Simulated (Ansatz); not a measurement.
# Re: pressure and energy change per atom against volume scale

Results calculated with Ansatz 0.2.0, not measured. Plane-wave DFT, scalar-relativistic PAW made under PBE with cores redone for the functional, no dispersion; the given relaxed cell is scaled uniformly, energy at zero smearing counts from the unscaled cell, pressure at the given Fermi-Dirac smearing is positive in compression.

The cell before it is scaled or strained (space group P6/mmm, No. 191):
```
CELL_PARAMETERS angstrom
4.38030 0.00000 0.00000
-2.19020 3.79350 0.00000
0.00000 0.00000 2.74430
ATOMIC_POSITIONS crystal
Re 0.00000 0.00000 0.00000
Re 0.33333 0.66667 0.50000
Re 0.66667 0.33333 0.50000
```

Settings of every row: spin polarised no; functional PBE; wave cutoff 420 eV; smearing width 0.1 eV; k mesh 9x9x13.

Atom starting moment: 0 on all atoms.

Limits: all rows lie far from zero pressure; no spin-orbit coupling, which can matter with elements this heavy; the cell comes from a prototype or a list of computed structures and needn't be the stable phase.

```csv
row,volume scale,V (Å³/atom),pressure (GPa),energy change per atom (meV)
1,0.88,13.376,58.79,296.69
2,0.92,13.984,34.82,121.36
3,0.96,14.592,?,?
4,1.04,15.808,-12.46,25.15
5,1.08,16.416,-22.47,92.81
6,1.12,17.024,-30.46,194.55
```

Question: what pressure and energy change per atom should row 3 give?

Worked fit of pressure. Take u = (V_r/V)^(2/3) − 1 with V_r = 15.808 Å³ an atom, which is twice the finite (Eulerian) strain; such expansions in the strain, on which the Birch-Murnaghan equation of state is built, carry the rest volume and the bulk modulus. The shown rows have u = 0.11781, 0.08517, 0, -0.02485, -0.0482. Least squares give pressure = −12.553 + 437.707 × u + 1416.94 × u² GPa; a straight line predicts inner rows, each left out in turn, worse (root mean square 4 against 0.26 GPa). The rows lie off it by 0.11, -0.18, 0.09, 0.09, -0.10 (root mean square 0.12 GPa). The pressure vanishes at u = 0.0264, or V = 15.2 Å³ an atom, and there the bulk modulus at fixed shape and fractions is B = −V dP/dV = (2/3)(1 + u) dP/du = 351 GPa. Letting shape and atoms relax would as a rule lower it, by much in layered, chain or molecular crystals. The withheld row has u = 0.05481, so the fit gives −12.553 + 437.707 × (0.05481) + 1416.94 × (0.05481)² = 15.69 GPa.

The calculation gave 15.54 GPa. The fit lies 0.15 GPa (0.17 % of the column's range) above it; its largest miss of a shown row is 0.18 GPa.

Worked fit of energy change per atom. Take u = (V_r/V)^(2/3) − 1 with V_r = 15.808 Å³ an atom, which is twice the finite (Eulerian) strain; such expansions in the strain, on which the Birch-Murnaghan equation of state is built, carry the rest volume and the bulk modulus. The shown rows have u = 0.11781, 0.08517, 0, -0.02485, -0.0482. Least squares give energy change per atom = 24.486 − 1846.602 × u + 35227.24 × u² meV; a straight line predicts inner rows, each left out in turn, worse (root mean square 99 against 1.9 meV). The rows lie off it by 0.83, -1.39, 0.66, 0.68, -0.78 (root mean square 0.91 meV). The withheld row has u = 0.05481, so the fit gives 24.486 − 1846.602 × (0.05481) + 35227.24 × (0.05481)² = 29.10 meV.

The calculation gave 27.79 meV. The fit lies 1.31 meV (4.7 % of the value, 0.48 % of the column's range) above it; its largest miss of a shown row is 1.39 meV.
